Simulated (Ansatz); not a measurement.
## Si: the change of energy above lowest point with volume scale

All results are calculated (Ansatz 0.2.0). Free energy against uniform scaling of the volume at fixed shape and fractions; periodic cell, basis, potentials, k mesh and filling as listed.

The cell before it is scaled or strained (space group I4/mmm, No. 139):
```
cell vectors (Å)
  -1.6269     1.6269     1.3203
   1.6269    -1.6269     1.3203
   1.6269     1.6269    -1.3203
atoms (fractions of the cell vectors)
Si  0.00000  0.00000  0.00000
```

Settings of every row: functional PBEsol; dispersion none; potentials all-electron LAPW; k mesh 14x14x14; k shift 0x0x0; occupations fermi dirac; smearing width 0.1 eV; spin none.

Limits: coarse k mesh, up to 40 meV an atom off; the cell comes from a prototype or a list of computed structures and needn't be the stable phase.

| row | volume scale | V (Å³/atom) | energy above lowest point (meV/atom) |
| --- | --- | --- | --- |
| 1 | 0.94 | 13.14 | 22.6 |
| 2 | 0.96 | 13.419 | 10.7 |
| 3 | 0.98 | 13.699 | 3.3 |
| 4 | 1 | 13.978 | 0 |
| 5 | 1.02 | 14.258 | ? |
| 6 | 1.04 | 14.537 | 3.6 |
| 7 | 1.06 | 14.817 | 9.7 |

Question: what energy above lowest point should row 5 give?

Worked fit of energy above lowest point. Take u = (V_r/V)^(2/3) − 1 with V_r = 13.838 Å³ an atom, which is twice the finite (Eulerian) strain; such expansions in the strain, on which the Birch-Murnaghan equation of state is built, carry the rest volume and the bulk modulus. The shown rows have u = 0.03511, 0.02071, 0.00675, -0.00669, -0.03232, -0.04455. Least squares give energy above lowest point = 1.19 + 245.3 × u + 10124 × u² + 7368 × u³ meV/atom; a parabola predicts inner rows, each left out in turn, worse (root mean square 0.14 against 0.026 meV/atom). All shown rows lie on it to the printed digit. Its lowest point lies at u = -0.0123, or V = 14.1 Å³ an atom, and the curvature there gives the bulk modulus at fixed shape and fractions, B = (4/9)(1 + u)² E″(u)/V = 97.1 GPa. Letting shape and atoms relax would as a rule lower it, by much in layered, chain or molecular crystals. The withheld row has u = -0.01974, so the fit gives 1.19 + 245.3 × (-0.01974) + 10124 × (-0.01974)² + 7368 × (-0.01974)³ = 0.2 meV/atom.

The calculation gave 0.2 meV/atom. The fit meets it to the printed digit.
